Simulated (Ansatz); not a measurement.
# BN: properties of a relaxed candidate, part 2 of 2

The task, for BN: see whether it has a gap, which orbitals make up the states near it and how charge is shared, tighten the relaxation, compute its phonons and get the carriers' masses.

Ansatz 0.2.0; DFT PBE, scalar-relativistic, plane waves, PAW. Earlier steps stand in the parts before.

## 4. Phonon dispersion

Input file input.yaml:

```yaml
crystal:
  lattice:
    - [0.0, 1.8123345396, 1.8123345396]
    - [1.8123345396, 0.0, 1.8123345396]
    - [1.8123345396, 1.8123345396, 0.0]
  atoms:
    - { symbol: B, position: [0.5, 0.5, 0.5] }
    - { symbol: "N", position: [0.25, 0.25, 0.25] }
basis:
  ecutwfc: 420
kpoints:
  mp_grid: { grid: [12, 12, 12] }
hamiltonian:
  xc: pbe
scf:
  occupations: { method: fixed }
output:
  eigenvalues: true
phonons:
  method: dfpt
  dielectric: true
  rigid_motions: translations
  eigenvectors: true
  qmesh: [4, 4, 4]
  temperatures: { t_max: 1000, t_step: 100 }
  qpath:
    path:
      - [[0.0, 0.0, 0.0], [-0.5, -0.5, 0.0], [-0.375, -0.375, 0.25]]
      - [[-0.375, 0.0, 0.375], [0.0, 0.0, 0.0], [0.0, 0.0, 0.5], [-0.5, -0.25, 0.25], [-0.5, -0.5, 0.0]]
    npoints: 8
```

Launch:

```console
ansatz run input.yaml --threads 1 --pin off --max-ram 2048MiB --backend cpu --events-out ev --progress --plain --runs-dir out
```

The program printed:

```text
Warning: phonons: the dynamical matrix that this run interpolates holds no multipole term above the dipole-dipole one, and a site of this crystal is no centre of inversion, so its interpolated transverse optical and acoustic branches and sound speeds can stay off near Gamma, and the density of states and the thermodynamics with them. What a run solves at a wave vector of phonons.qpoints, Gamma apart, where the deck admits one, is free of this, and under fd what a larger phonons.supercell samples
Warning: RAYON_NUM_THREADS=1 ignored (pool sized by the plan → 1); use --threads N
Engine: ansatz 0.2.0, x86_64-unknown-linux-gnu
Pseudopotentials: kind: paw
Pseudopotential: B, paw, valence charge 3, recommended cutoff 420 eV (normal), B.paw.azcp
Pseudopotential: N, paw, valence charge 5, recommended cutoff 420 eV (normal), N.paw.azcp
Functional definition: PBE
  parameter kappa = 0.804
  parameter beta = 0.06672455060314922
  exchange = pbe_x(kappa = kappa, mu = beta*pi^2/3)
  correlation = pbe_c(beta = beta)
Crystal: 2 atoms, lattice volume = 11.905 Å³
Basis set: ecut = 420 eV, 259 PW (Γ), exchange–correlation on 36×36×36 points (8 copies of the dense FFT grid, shifted against one another)
Bands: 8, of which v1, the nominal top of the filled ones, is band 4 counted from 1 (3 counted from 0)
Symmetry: 24 space group operations
k-points: 280 of 1728 (irreducible under 4 space group operations, time reversal used)
Non-local potential: B, projectors of the file, l = 0: 2, l = 1: 2, l = 2: 1
Non-local potential: N, projectors of the file, l = 0: 2, l = 1: 2, l = 2: 1
PAW form: soft (Blöchl's): semilocal exchange-correlation on the pseudo side does not see the compensation charge
PAW one-centre angular grid: B, 110 points (default); XC on 64 Gauss nodes
PAW one-centre angular grid: N, 110 points (default); XC on 64 Gauss nodes
Initial density: superposition of atomic densities (neutral atoms: chi_scale 0, normalization atom), corrected by the library's trained network
Initial wavefunctions: pseudopotential atomic-orbital guess
Functional: x = pbe(κ = 0.804, μ = 0.2195149727645171), c = pbe(β = 0.06672455060314922)
SCF iter   1: F=—  HF=-542.275512 eV  |F-HF|=—  |Δ(HF+E_count)|=         —  Δρ=1.60e-3  dr2=1.66e-4  ethr=1.77e-3  ⟨swp⟩=3.9  Hψ=12693  notcnv=0  defer=453
preconditioner: auto → none  [insulator: Δε(μ)=4.467 eV  Ē_g=19.897 eV  n_scr=0 (ndim 8)  ℏωp=30.4 eV  f_vac=0.000  ε∞_Penn≈3.3]
SCF iter   2: F=—  HF=-542.275634 eV  |F-HF|=—  |Δ(HF+E_count)|=   1.22e-4  Δρ=8.34e-4  dr2=2.34e-5  ethr=2.07e-6  ⟨swp⟩=2.1  Hψ=6096  notcnv=0  defer=536
SCF iter   3: F=—  HF=-542.275672 eV  |F-HF|=—  |Δ(HF+E_count)|=   3.86e-5  Δρ=3.73e-4  dr2=5.63e-6  ethr=2.92e-7  ⟨swp⟩=2.2  Hψ=3236  notcnv=0  defer=122
SCF iter   4: F=—  HF=-542.275687 eV  |F-HF|=—  |Δ(HF+E_count)|=   1.47e-5  Δρ=2.19e-5  dr2=1.73e-8  ethr=7.03e-8  ⟨swp⟩=2.3  Hψ=3262  notcnv=0
SCF iter   5: F=—  HF=-542.275688 eV  |F-HF|=—  |Δ(HF+E_count)|=   4.33e-7  Δρ=5.71e-6  dr2=1.01e-9  ethr=2.16e-10  ⟨swp⟩=2.5  Hψ=3218  notcnv=0
SCF iter   6: F=-542.275688 eV  HF=-542.275688 eV  |F-HF|=1.19e-11  |Δ(HF+E_count)|=   3.56e-9  Δρ=4.49e-7  dr2=1.17e-11  ethr=1.25e-12  ⟨swp⟩=6.9  Hψ=11625  notcnv=0
SCF 1 converged in 6 iterations: F = -542.275688 eV  dr2 = 1.17e-11
NSCF: frozen V_eff on 1 k-points
DFPT response loops at Γ: preconditioner auto → none (the input reference at scf.mixing.eps_inf says where Resta's filter doesn't serve); β = 0.50; Broyden in place of MSR1
NSCF: frozen V_eff on 72 k-points
NSCF: frozen V_eff on 1872 k-points
DFPT response loops at q = (0, 0, 0.25) (fractional): mixed as the last ones told, above
NSCF: frozen V_eff on 952 k-points
DFPT response loops at q = (0, 0, -0.5) (fractional): mixed as the last ones told, above
NSCF: frozen V_eff on 1020 k-points
DFPT response loops at q = (0, 0.25, 0.25) (fractional): mixed as the last ones told, above
NSCF: frozen V_eff on 3456 k-points
DFPT response loops at q = (0, 0.25, -0.5) (fractional): mixed as the last ones told, above
NSCF: frozen V_eff on 1872 k-points
DFPT response loops at q = (0, 0.25, -0.25) (fractional): mixed as the last ones told, above
NSCF: frozen V_eff on 560 k-points
DFPT response loops at q = (0, -0.5, -0.5) (fractional): mixed as the last ones told, above
NSCF: frozen V_eff on 1020 k-points
DFPT response loops at q = (0.25, -0.5, -0.25) (fractional): mixed as the last ones told, above
SCF converged after 6 iterations
Free energy (F): -542.275688 eV
Harris-Foulkes:  -542.275688 eV  (|F-HF|=1.19e-11)
Internal energy: -542.275688 eV  (E = F + TS)
E sigma→0 (E₀):  -542.275688 eV
Fermi energy:    11.051044 eV
--- Per-component energies (eV) ---
  E_band       = 25.735839
  E_kinetic    = 185.145412
  E_local      = -176.088507  (includes V_loc(G=0)·N_el)
  E_nonlocal   = 56.514600
  E_hartree    = 49.316402
  E_xc         = -93.330748
  E_vxc        = -116.078241  (∫ρ·V_xc dr)
  E_paw        = -206.404319  (= ΣΔE_a)
  E_vpaw       = -22.390337  (= ΣTr[D̂ρ^β])
  E_aug_tail   = 0.000103  (compensation charges beyond the density's cutoff)
  E_ewald      = -357.428631
  E_smearing   = -0.000000  (= −TS)
  E_closure    = -0.000000  (closes the sum)
  Σ components = -542.275688   (vs F -542.275688, Δ=0.00e0)
--- Band table (eV; the first three rows and the last of 280) ---
  k-point 0: bands = ["-9.0899", "11.0510", "11.0510", "11.0510", "19.8435", "19.8435", "19.8435", "21.2432"]
  k-point 1: bands = ["-8.9219", "10.1447", "10.8726", "10.8726", "20.0360", "20.1147", "20.1147", "21.8186"]
  k-point 2: bands = ["-8.4242", "8.0577", "10.4373", "10.4373", "20.3250", "20.7457", "20.7457", "23.1630"]
  k-point 279: bands = ["-3.2495", "3.4991", "4.1480", "4.6049", "20.6223", "24.2503", "25.5130", "25.5849"]
--- Phonons (Γ-DFPT): 2 representative perturbations + reference, on 280 of 1728 k-points (Σ response iterations 6) ---
  k mesh reduced under 4 symmetry operations, with k and −k counted as one. Each operation leaves every solved perturbation unchanged. A smaller set is not considered because the run solves the response to a homogeneous field
  ASR residual: 1.866e-4 → 0.000e0 eV/Å²; symmetrization residual: 7.997e-7 eV/Å²
  ASR residual per site (eV/Å²): 3.81e-5 1.87e-4
  Γ frequencies (cm⁻¹): 0.00 0.00 0.00 1026.51 1026.51 1026.51
  ε∞ (high-frequency dielectric tensor):
        4.614377     0.000000    -0.000000
       -0.000000     4.614377     0.000000
        0.000000     0.000000     4.614377
  ε⁰ (static dielectric tensor: ions relaxed, cell fixed):
        6.970156     0.000000     0.000000
        0.000000     6.970156     0.000000
        0.000000     0.000000     6.970156
  ε⁰ − ε∞ (ionic part):
        2.355779     0.000000     0.000000
        0.000000     2.355779     0.000000
        0.000000     0.000000     2.355779
  softest optical mode at Γ: 1026.51 cm⁻¹; the repairs (sum rule, projections) moved no ω² at Γ by more than (1.93 cm⁻¹)²
  Born effective charges Z* (e; rows j = field, columns β = displacement):
    site 0:
         1.91427   -0.00000    0.00000
         0.00000    1.91427   -0.00000
         0.00000   -0.00000    1.91427
    site 1:
        -1.91427    0.00000   -0.00000
        -0.00000   -1.91427    0.00000
        -0.00000    0.00000   -1.91427
  Z* charge neutrality: 4.496e-6 e pre-enforcement
  k-mesh period / interband length: 30.8 Å / 1.30 Å = 23.63 at k = (0.0000, 0.0000, 0.0000), direct gap 8.792 eV — 14 or more, which is no proof of convergence
  optical modes at Γ without the LO–TO term, one row a degenerate level:
      ω (cm⁻¹)  modes    IR ((D/Å)²/amu)
       1026.51      3            41.5690
  optical modes at Γ + LO–TO along q̂ = [1.0000, 0.0000, 0.0000]:
      ω (cm⁻¹)  modes    IR ((D/Å)²/amu)
       1026.51      2            27.7127
       1261.62      1            13.8563
  optical modes at Γ + LO–TO along q̂ = [0.0000, 1.0000, 0.0000]:
      ω (cm⁻¹)  modes    IR ((D/Å)²/amu)
       1026.51      2            27.7127
       1261.62      1            13.8563
  optical modes at Γ + LO–TO along q̂ = [0.0000, 0.0000, 1.0000]:
      ω (cm⁻¹)  modes    IR ((D/Å)²/amu)
       1026.51      2            27.7127
       1261.62      1            13.8563
--- Phonons (arbitrary-q DFPT): 8 irreducible q on the 4×4×4 mesh ---
  q = [0.0000, 0.0000, 0.0000] (star 1, of the zone-centre solve; hermiticity 6.76e-8, symmetrization 9.76e-16): -0.00 -0.00 -0.00 1026.51 1026.51 1026.51
  q = [0.0000, 0.0000, 0.2500] (star 8, 2 solved perturbations on 936 of 1728 k-point pairs; hermiticity 4.15e-8, symmetrization 5.28e-15): 349.18 349.18 620.11 994.40 994.40 1226.31
  q = [0.0000, 0.0000, -0.5000] (star 4, 2 solved perturbations on 476 of 1728 k-point pairs; hermiticity 1.96e-8, symmetrization 6.41e-15): 482.73 482.73 953.86 965.49 965.49 1122.57
  q = [0.0000, 0.2500, 0.2500] (star 6, 4 solved perturbations in 1608 linear systems a pass and spin channel, the states on 510 of 1728 k-point pairs; hermiticity 4.52e-8, symmetrization 4.31e-15): 465.96 465.96 641.41 975.59 975.59 1237.72
  q = [0.0000, 0.2500, -0.5000] (star 24, 4 solved perturbations in 5328 linear systems a pass and spin channel, the states on 1728 of 1728 k-point pairs; hermiticity 1.38e-8, symmetrization 3.66e-15): 598.26 710.28 869.69 927.32 968.82 1109.34
  q = [0.0000, 0.2500, -0.2500] (star 12, 4 solved perturbations in 2892 linear systems a pass and spin channel, the states on 936 of 1728 k-point pairs; hermiticity 1.95e-8, symmetrization 4.66e-15): 526.92 680.74 773.59 942.13 1002.85 1125.67
  q = [0.0000, -0.5000, -0.5000] (star 3, 4 solved perturbations in 886 linear systems a pass and spin channel, the states on 280 of 1728 k-point pairs; hermiticity 1.21e-8, symmetrization 3.81e-15): 694.96 694.96 884.35 884.35 996.51 1138.38
  q = [0.2500, -0.5000, -0.2500] (star 6, 4 solved perturbations in 1544 linear systems a pass and spin channel, the states on 510 of 1728 k-point pairs; hermiticity 1.63e-8, symmetrization 6.47e-15): 769.50 800.66 861.51 947.98 962.64 986.26
  sum rule: each row above includes the acoustic sum rule's correction from the zone centre's row sums; it moved no ω² by more than (1.90 cm⁻¹)²
  mesh force constants: q→R imaginary residual 6.60e-19; ASR residual 1.866e-4 → 0.000e0 eV/Å²; symmetrization residual 2.132e-14 eV/Å²
  interpolated dispersion: 51 rows × 6 modes
  density of states and harmonic sums: on the 32×32×32 q-mesh, interpolated from the force constants of a 4×4×4 supercell (with the dipole–dipole term)
  largest difference from the sums on the solved wave vectors: F 5.39e-3 eV, S 9.53e-6 and C_V 3.93e-6 eV/K
  zero-point energy: 0.311304 eV/cell   skipped modes (ω ≤ 0): 3   left out of the sums: 1.53e-5 of the cell's modes: C_V's classical limit lies that fraction below 3 k_B per atom; for a crystal, a wire or a layer, F and S can be off by more, and a phonons.interpolated_qmesh denser along its periods is the remedy for the sampling
```

Run time: 67 s. Hardware: 1 thread of Intel Xeon 6975P-C (Granite Rapids), shared host; peak memory 0.78 GiB.

Frequencies at the path's corners, from the force constants of the 4×4×4 mesh (cm⁻¹):

```
point               frequencies
    X  695 695 884 884 996 1138
    U  658 850 863 898 956 1065
    K  658 850 863 898 956 1065
    L  483 483 954 966 966 1123
    W   770 801 862 948 963 986
```

Phonon density of states in bins of 40 cm⁻¹:

(bin centre (cm⁻¹), share of modes (%)): (20, 0.0), (60, 0.0), (100, 0.1), (140, 0.1), (180, 0.2), (220, 0.3), (260, 0.4), (300, 0.6), (340, 0.8), (380, 1.1), (420, 1.5), (460, 2.3), (500, 3.5), (540, 3.7), (580, 3.9), (620, 4.2), (660, 4.4), (700, 4.2), (740, 3.2), (780, 3.1), (820, 3.0), (860, 5.0), (900, 7.5), (940, 10.8), (980, 16.8), (1020, 3.4), (1060, 3.3), (1100, 3.6), (1140, 3.2), (1180, 2.7), (1220, 2.3), (1260, 0.8)

Harmonic thermodynamics from phthermo.tsv, per atom:

```csv
T (K),F_vib (meV),S (k_B),C_V (k_B)
0,155.7,0.00,0.00
100,155.6,0.02,0.05
200,155.1,0.14,0.42
300,152.7,0.42,1.00
400,147.6,0.78,1.51
500,139.2,1.16,1.89
600,127.6,1.53,2.15
700,112.9,1.88,2.34
800,95.3,2.20,2.47
900,75.1,2.49,2.57
1000,52.4,2.77,2.64
```

## 5. Band edges anywhere in the zone

Input file input.yaml:

```yaml
crystal:
  lattice:
    - [0.0, 1.8123816016, 1.8123816016]
    - [1.8123816016, 0.0, 1.8123816016]
    - [1.8123816016, 1.8123816016, 0.0]
  atoms:
    - { symbol: B, position: [0.5, 0.5, 0.5] }
    - { symbol: "N", position: [0.25, 0.25, 0.25] }
basis:
  ecutwfc: 420
kpoints:
  mp_grid: { grid: [12, 12, 12] }
  band_path: { path: [VBM, CBM], npoints: 2 }
hamiltonian:
  xc: pbe
scf:
  occupations: { method: gaussian, width: 0.02 }
output:
  forces: false
  stress: false
  eigenvalues: true
checkpoint:
  read: start.run
  write: ck
  compress: false
  write_wavefunctions: false
  write_every: 100000
```

Launch:

```console
ansatz run input.yaml --threads 1 --pin off --max-ram 2048MiB --backend cpu --events-out ev --progress --plain --runs-dir out
```

The program printed, shortened:

```text
Warning: checkpoint.read: basis.xc_grid differs: saved 2, current 1 (points along each axis for each point of the dense box; where the key is left out runs that use forces, runs that use the stress, dielectric runs by a finite field, finite-displacement phonons, runs of [...]
Warning: RAYON_NUM_THREADS=1 ignored (pool sized by the plan → 1); use --threads N
[...]
Pseudopotentials: kind: paw
Pseudopotential: B, paw, valence charge 3, recommended cutoff 420 eV (normal), B.paw.azcp
Pseudopotential: N, paw, valence charge 5, recommended cutoff 420 eV (normal), N.paw.azcp
Functional definition: PBE
[...]
Crystal: 2 atoms, lattice volume = 11.906 Å³
Basis set: ecut = 420 eV, 259 PW (Γ)
Bands: 8, of which v1, the nominal top of the filled ones, is band 4 counted from 1 (3 counted from 0)
Symmetry: 24 space group operations
Space group: F-43m (ITA 216), of the structure as read, at distance tolerance 2.3e-5 Å
k-points: 72 of 1728 (time reversal used)
[...]
SCF iter   1: F=—  HF=-542.275768 eV  |F-HF|=—  |Δ(HF+E_count)|=         —  Δρ=4.46e-7  dr2=1.26e-11  ethr=6.93e-9  ⟨swp⟩=3.1  Hψ=5534  notcnv=0
[...]
SCF iter   2: F=-542.275768 eV  HF=-542.275768 eV  |F-HF|=3.18e-12  |Δ(HF+E_count)|=  9.65e-11  Δρ=1.74e-7  dr2=1.51e-12  ethr=1.00e-12  ⟨swp⟩=3.6  Hψ=2179  notcnv=0
[...]
NSCF: frozen V_eff on 16 k-points
NSCF: frozen V_eff on 16 k-points
NSCF: frozen V_eff on 16 k-points
NSCF: frozen V_eff on 5 k-points
NSCF: frozen V_eff on 5 k-points
NSCF: frozen V_eff on 11 k-points
NSCF: frozen V_eff on 9 k-points
NSCF: frozen V_eff on 5 k-points
NSCF: frozen V_eff on 11 k-points
NSCF: frozen V_eff on 7 k-points
NSCF: frozen V_eff on 6 k-points
NSCF: frozen V_eff on 4 k-points
NSCF: frozen V_eff on 6 k-points
NSCF: frozen V_eff on 4 k-points
NSCF: frozen V_eff on 6 k-points
NSCF: frozen V_eff on 4 k-points
NSCF: frozen V_eff on 4 k-points
NSCF: frozen V_eff on 2 k-points
NSCF: frozen V_eff on 3 k-points
SCF converged after 2 iterations
Free energy (F): -542.275768 eV
[...]
E sigma→0 (E₀):  -542.275768 eV
Fermi energy:    13.281235 eV
[...]
--- Band table (eV; the first three rows and the last of 72) ---
  k-point 0: bands = ["-9.0903", "11.0498", "11.0498", "11.0498", "19.8419", "19.8419", "19.8419", "21.2407"]
[...]
```

Wall time 0.98 s (1 thread of Intel Xeon 6975P-C (Granite Rapids), shared host); peak memory 0.32 GiB.

start.run is the saved state of the run that this one goes on from.

## 6. Eigenvalues a small step from each edge

Input file input.yaml:

```yaml
crystal:
  lattice:
    - [0.0, 1.8123816016, 1.8123816016]
    - [1.8123816016, 0.0, 1.8123816016]
    - [1.8123816016, 1.8123816016, 0.0]
  atoms:
    - { symbol: B, position: [0.5, 0.5, 0.5] }
    - { symbol: "N", position: [0.25, 0.25, 0.25] }
basis:
  ecutwfc: 420
kpoints:
  mp_grid: { grid: [12, 12, 12] }
hamiltonian:
  xc: pbe
scf:
  occupations: { method: gaussian, width: 0.02 }
output:
  forces: false
  stress: false
  eigenvalues: true
  eigenstates:
    kpoints:
      - [0.0, 0.0, 0.0]
      - [0.0, 0.00576899, 0.00576899]
      - [0.0, -0.00576899, -0.00576899]
      - [0.00576899, 0.0, 0.00576899]
      - [-0.00576899, 0.0, -0.00576899]
      - [0.00576899, 0.00576899, 0.0]
      - [-0.00576899, -0.00576899, 0.0]
      - [0.004079292, 0.004079292, 0.008158584]
      - [-0.004079292, -0.004079292, -0.008158584]
      - [0.004079292, 0.008158584, 0.004079292]
      - [-0.004079292, -0.008158584, -0.004079292]
      - [0.008158584, 0.004079292, 0.004079292]
      - [-0.008158584, -0.004079292, -0.004079292]
      - [0.006661456, 0.006661456, 0.006661456]
      - [-0.006661456, -0.006661456, -0.006661456]
      - [0.0, 0.5, 0.5]
      - [0.0, 0.50576899, 0.50576899]
      - [0.0, 0.49423101, 0.49423101]
      - [0.00576899, 0.5, 0.50576899]
      - [-0.00576899, 0.5, 0.49423101]
      - [0.00576899, 0.50576899, 0.5]
      - [-0.00576899, 0.49423101, 0.5]
      - [0.004079292, 0.504079292, 0.508158584]
      - [-0.004079292, 0.495920708, 0.491841416]
      - [0.004079292, 0.508158584, 0.504079292]
      - [-0.004079292, 0.491841416, 0.495920708]
      - [0.008158584, 0.504079292, 0.504079292]
      - [-0.008158584, 0.495920708, 0.495920708]
      - [0.006661456, 0.506661456, 0.506661456]
      - [-0.006661456, 0.493338544, 0.493338544]
    e_range: [-5.962832, 5.962832]
checkpoint:
  read: start.run
  write: ck
  compress: false
  write_wavefunctions: false
  write_every: 100000
```

Launch:

```console
ansatz run input.yaml --threads 1 --pin off --max-ram 2048MiB --backend cpu --events-out ev --progress --plain --runs-dir out
```

The program printed, shortened:

```text
[...]
NSCF: frozen V_eff on 30 k-points
SCF converged after 2 iterations
Free energy (F): -542.275768 eV
[...]
E sigma→0 (E₀):  -542.275768 eV
Fermi energy:    13.281235 eV
[...]
--- Band table (eV; the first three rows and the last of 72) ---
  k-point 0: bands = ["-9.0903", "11.0498", "11.0498", "11.0498", "19.8419", "19.8419", "19.8419", "21.2407"]
[...]
```

It took 0.73 s on 1 thread of Intel Xeon 6975P-C (Granite Rapids), shared host; peak memory 0.31 GiB.

The search puts the valence top at k = (0.000, 0.000, 0.000) and the conduction bottom at (0.000, 0.500, 0.500), 4.46 eV apart.

Effective masses from the curvature, by central differences over 0.02 1/Å, in electron masses along Cartesian directions (n/a: flat, of the wrong sign, or not an extremum):

```
 carrier  band     x     y     z  [110]  [101]  [011]  [111]
    hole     4  0.53  0.53  0.53   3.98   3.98   3.98   1.26
    hole     3  0.53  0.53  0.53   0.53   0.53   0.53   1.26
    hole     2  0.50  0.50  0.50   0.28   0.28   0.28   0.24
electron     5  0.91  0.30  0.30   0.45   0.45   0.30   0.39
```

## 7. Summary of results

The summary covers parts 1 to 2.

| quantity | value |
| --- | --- |
| gap | 4.46 eV, indirect on the path |
| Bader charges | B +2.16, N -2.16 e |
| highest frequency on the q mesh (Γ without the LO field) | 1238 cm⁻¹ |
| zero-point energy | 155.7 meV/atom |
| S and C_V at 300 K | 0.42 and 1.00 k_B/atom |
| gap over the zone | 4.46 eV, indirect |
| valence top, conduction bottom (fractional k) | (0.000, 0.000, 0.000), (0.000, 0.500, 0.500) |
| hole masses | 0.24 to 3.98 m0 along the directions sampled |
| electron masses | 0.30 to 0.91 m0 along the directions sampled |

In words: It has a gap of 4.46 eV, with the valence top at Γ and the conduction bottom at X on the path. Of the projected weight, the top eV of the valence band is N 2p (84 %), and the lowest eV of the conduction band B 2p (62 %) and N 2s (34 %). Measured gap of BN: 6.4 eV (indirect; 300 K; a printed reference work, monograph). This calculation gives 4.46 eV (-1.94 eV). It is a Kohn-Sham gap, without temperature or zero-point motion. Semilocal functionals usually fall short of measured gaps. The charge transfer is large (2.2 e by Bader), and the ELF peak of 0.94 on the B–N line shows directed, polar covalent bonding. On the 4×4×4 q mesh all modes are real. The q mesh is coarse, so values between its points are rough. At 300 K the heat capacity has reached 33 % of the Dulong–Petit value: stiff, high modes are still partly frozen out. Electron masses come out at 0.30 to 0.91 and hole masses at 0.24 to 3.98 m0. These cover the sampled directions only. Measured lattice constant a of BN: 3.616 Å (powder; “Cubic boron nitride: an experimental and theoretical ELNES study”, 2001, arxiv:cond-mat/0101290). This calculation gives 3.625 Å (+0.2 %). 2 values of this kind are on record in papers (3.6152 to 3.616 Å); this one was drawn at random among those near their median, those with a stated uncertainty first. That is the cell relaxed with PBE. The calculation is for a static lattice.
